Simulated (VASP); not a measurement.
# I (I4/mmm) in VASP: further runs, part 3 of 3

VASP 6.6.1. Earlier steps stand in the parts before.

## 6. Single point, PBE

File INCAR:

```
SYSTEM = I
  ALGO = Fast
  EDIFF = 1E-6
  ENCUT = 450
  GGA = PE
  ISIF = 2
  ISMEAR = 0
  LASPH = .TRUE.
  LCHARG = .TRUE.
  LELF = .TRUE.
  LREAL = .FALSE.
  LVHAR = .TRUE.
  LWAVE = .FALSE.
  NBANDS = 10
  NELM = 100
  PREC = Accurate
  SIGMA = 0.02
```

File KPOINTS:

```
k-points
0
G
  5 5 5
  0 0 0
```

File POSCAR:

```
I
1.0
   -1.6174560000      1.6174560000      4.2648080000
    1.6174560000     -1.6174560000      4.2648080000
    1.6174560000      1.6174560000     -4.2648080000
I
1
Direct
    0.0000000000      0.0000000000      0.0000000000
```

Potentials or basis: VASP PAW PBE potentials, release 64 (I_GW).

Command:

```bash
> cat potpaw_PBE.64/I_GW/POTCAR > POTCAR
> mpirun -np 1 vasp_std > vasp.out
```

OUTCAR:

```text
SYSTEM = I
   EDIFF = 1E-6
   ENCUT = 450
   GGA = PE
   ISIF = 2
   ISMEAR = 0
   LASPH = .TRUE.
   LREAL = .FALSE.
   NELM = 100
   PREC = Accurate

 ion  position               nearest neighbor table
   1  0.000  0.000  0.000-

  LATTYP: Found a body centered tetragonal cell.
 ALAT       =     3.2349120000
 C/A-ratio  =     2.6367381864

  Lattice vectors:

 A1 = (  -1.6174560000,   1.6174560000,   4.2648080000)
 A2 = (   1.6174560000,  -1.6174560000,   4.2648080000)
 A3 = (   1.6174560000,   1.6174560000,  -4.2648080000)

Analysis of symmetry for initial positions (statically):
=====================================================================
 Subroutine PRICEL returns:
 Original cell was already a primitive cell.

 Routine SETGRP: Setting up the symmetry group for a
 body centered tetragonal supercell.

 Subroutine GETGRP returns: Found 16 space group operations
 (whereof 16 operations were pure point group operations)
 out of a pool of 16 trial point group operations.

The static configuration has the point symmetry D_4h.

Analysis of symmetry for dynamics (positions and initial velocities):
=====================================================================
 Subroutine PRICEL returns:
 Original cell was already a primitive cell.

 Routine SETGRP: Setting up the symmetry group for a
 body centered tetragonal supercell.

 Subroutine GETGRP returns: Found 16 space group operations
 (whereof 16 operations were pure point group operations)
 out of a pool of 16 trial point group operations.

The dynamic configuration has the point symmetry D_4h.

 Subroutine INISYM returns: Found 16 space group operations
 (whereof 16 operations are pure point group operations),
 and found     1 'primitive' translations

----------------------------------------------------------------------------------------

                                     Primitive cell

  volume of cell :      44.6297

[... 104 lines left out ...]
   GGA     = PE    functional components
   LHFCALC =     F    Hartree Fock is set to
   AEXX    =    0.0000 exact exchange contribution
   IVDW    =     0    specifies the selected vdW correction
   LEPSILON=     F    determine dielectric tensor
   LRPA    =     F    only Hartree local field effects (RPA)
 non-spin polarized calculation
 RMM-DIIS sequential band-by-band and
 Gauss-broadening in eV      SIGMA  =   0.02
  energy-cutoff  :      450.00
  volume of cell :       44.63
 maximum number of plane-waves:       987
 NGX is ok and might be reduce to    36
   NGX = 17   NGY = 17   NGZ = 17

 number of electron       6.9999999 magnetization

 Free energy of the ion-electron system (eV)
  ---------------------------------------------------
  ext. energy  EPLUGINS =         0.00000000
  ---------------------------------------------------
  free energy    TOTEN  =        -1.40916151 eV

  energy without entropy =       -1.40716586  energy(sigma->0) =       -1.40816368

 E-fermi :   1.8728     XC(G=0):  -7.7701

 val. band max:        1.8493854061   @ k =   0.4000   0.2000   0.0000
 cond. band min:       1.8732429600   @ k =  -0.4000   0.2000   0.0000
 fundamental gap:      0.0238575539
 Fermi energy:         1.8728270056

 k-point     1 :       0.0000    0.0000    0.0000
  band No.  band energies     occupation
      1     -11.0751      2.00000
      2       0.3271      2.00000
      3       3.5128      0.00000
      4       3.5128      0.00000
      5       6.8394      0.00000
      6      10.1413      0.00000
      7      10.6870      0.00000
      8      15.1565      0.00000
      9      15.3869      0.00000
     10      15.3869      0.00000
[... 209 lines left out ...]
 k-point    18 :      -0.4000   -0.4000    0.4000
  band No.  band energies     occupation
      1     -10.9644      2.00000
      2      -0.9542      2.00000
      3       3.4162      0.00000
      4       3.4162      0.00000
      5       9.8520      0.00000
      6      10.1631      0.00000
      7      11.0280      0.00000
      8      15.8828      0.00000
      9      17.2682      0.00000
     10      17.2682      0.00000

------------------------ aborting loop because EDIFF is reached ----------------------------------------

  FORCE on cell =-STRESS in cart. coord.  units (eV):
  Direction    XX          YY          ZZ          XY          YZ          ZX
  --------------------------------------------------------------------------------------
  -------------------------------------------------------------------------------------
  Total        0.0194136      0.0194136      0.0198007      0.0000000     -0.0000000      0.0000000
  in kB        0.6969359      0.6969359      0.7108311      0.0000000     -0.0000000      0.0000000
  external PRESSURE =       0.7015676 kB  Pullay stress =       0.0000000 kB

 VOLUME and BASIS-vectors are now :
 -----------------------------------------------------------------------------
  energy-cutoff  :      450.00
  volume of cell :       44.63
      direct lattice vectors                 reciprocal lattice vectors
    -1.617456000  1.617456000  4.264808000     0.000000000  0.309127420  0.117238572
     1.617456000 -1.617456000  4.264808000     0.309127420  0.000000000  0.117238572
     1.617456000  1.617456000 -4.264808000     0.309127420  0.309127420  0.000000000

 POSITION                                       TOTAL-FORCE (eV/Angst)
 -----------------------------------------------------------------------------------
      0.00000      0.00000      0.00000         0.000000     -0.000000      0.000000
 -----------------------------------------------------------------------------------
    total drift:                               -0.000000      0.000000      0.000000

  FREE ENERGIE OF THE ION-ELECTRON SYSTEM (eV)
  ---------------------------------------------------
  free  energy   TOTEN  =        -1.4091615062 eV

  energy  without entropy=       -1.4071658621  energy(sigma->0) =       -1.40816368
```

OSZICAR:

```text
N       E                     dE             d eps       ncg     rms          rms(c)
DAV:   1     0.202756707526E+02    0.20276E+02   -0.23764E+03   360   0.447E+02
DAV:   2    -0.336102407205E+00   -0.20612E+02   -0.19760E+02   434   0.772E+01
DAV:   3    -0.141202848278E+01   -0.10759E+01   -0.10692E+01   482   0.189E+01
DAV:   4    -0.143465634576E+01   -0.22628E-01   -0.22611E-01   476   0.317E+00
DAV:   5    -0.143548428147E+01   -0.82794E-03   -0.82786E-03   532   0.454E-01    0.893E-01
RMM:   6    -0.141415370200E+01    0.21331E-01   -0.11540E-02   367   0.532E-01    0.514E-01
RMM:   7    -0.141324425031E+01    0.90945E-03   -0.29364E-02   404   0.904E-01    0.457E-01
RMM:   8    -0.141761447285E+01   -0.43702E-02   -0.64639E-03   423   0.532E-01    0.648E-01
RMM:   9    -0.141621321862E+01    0.14013E-02   -0.58542E-04   442   0.203E-01    0.607E-01
RMM:  10    -0.140985192966E+01    0.63613E-02   -0.25751E-03   515   0.237E-01    0.155E-01
RMM:  11    -0.140946851711E+01    0.38341E-03   -0.26344E-04   411   0.990E-02    0.113E-01
RMM:  12    -0.140918582750E+01    0.28269E-03   -0.29163E-04   399   0.103E-01    0.381E-02
RMM:  13    -0.140917984795E+01    0.59796E-05   -0.70561E-05   423   0.621E-02    0.239E-02
RMM:  14    -0.140917882379E+01    0.10242E-05   -0.91661E-06   447   0.226E-02    0.226E-02
RMM:  15    -0.140917180748E+01    0.70163E-05   -0.43517E-06   410   0.133E-02    0.180E-02
RMM:  16    -0.140916460714E+01    0.72003E-05   -0.29667E-06   388   0.100E-02    0.106E-02
RMM:  17    -0.140916237545E+01    0.22317E-05   -0.16129E-06   351   0.753E-03    0.625E-03
RMM:  18    -0.140916150621E+01    0.86925E-06   -0.57348E-07   216   0.478E-03
   1 F= -.14091615E+01 E0= -.14081637E+01  d E =-.199564E-02
```

Run time: 17 s. Hardware: 1 thread of Intel Xeon Platinum 8488C (Sapphire Rapids), shared host; peak memory 0.2 GiB.

What came out:

```
Free energy            : -1.4092 eV
Pressure               : 0.1 GPa
Band gap on the k mesh : none (metal or under the smearing width)
```

Caveat: the k mesh is coarse (spacing up to 0.55 Å⁻¹), so the values aren't converged; an odd number of electrons without spin polarisation forces a metal; a magnetic or distorted state may lie lower.

## 7. The reference run

An earlier run on the cell as given: functional PBE; potentials or basis VASP PAW PBE potentials, release 64 (I); cutoff 520 eV; k mesh 11 × 11 × 11; occupations fermi-dirac, width 0.05 eV; no spin polarisation.

* Pressure: 0.1 GPa
* Band gap on the k mesh: none (metal or under the smearing width)

## 8. Overview

| task | level | potentials or basis | spin | cell | k mesh | cutoff (eV) | smearing | mesh quality | gap on the mesh (eV) | pressure (GPa) |
| --- | --- | --- | --- | --- | --- | --- | --- | --- | --- | --- |
| relaxation of the atoms | PW91+D3(BJ) | VASP PAW PBE potentials, release 54 (I) | SOC, no magnetisation | atoms relaxed from: cell strained at random at fixed volume | 8 × 8 × 8 | 500 | fermi-dirac 0.02 eV | not flagged | - | -0.6 |
| single point | PBE | VASP PAW PBE potentials, release 64 (I) | off | as given | 11 × 11 × 11 | 520 | gaussian 0.05 eV | not flagged | none | 0.1 |
| single point | PBE | VASP PAW PBE potentials, release 64 (I_GW) | off | as given | 5 × 5 × 5 | 450 | gaussian 0.02 eV | coarse | none | 0.1 |
| single point | PBE | VASP PAW PBE potentials, release 64 (I) | off | as given | 11 × 11 × 11 | 520 | fermi-dirac 0.05 eV | not flagged | none | 0.1 |

Caveats: some runs use coarse meshes; an odd number of electrons without spin polarisation forces a metal (some runs); a magnetic or distorted state may lie lower (some runs); the relaxation stopped at its first step, so nothing moved (some runs); the PAW data sets were made with another functional, which shifts forces and pressure a little (some runs).

Total energies depend on the potentials used, so only differences within one code and one set of settings carry meaning.
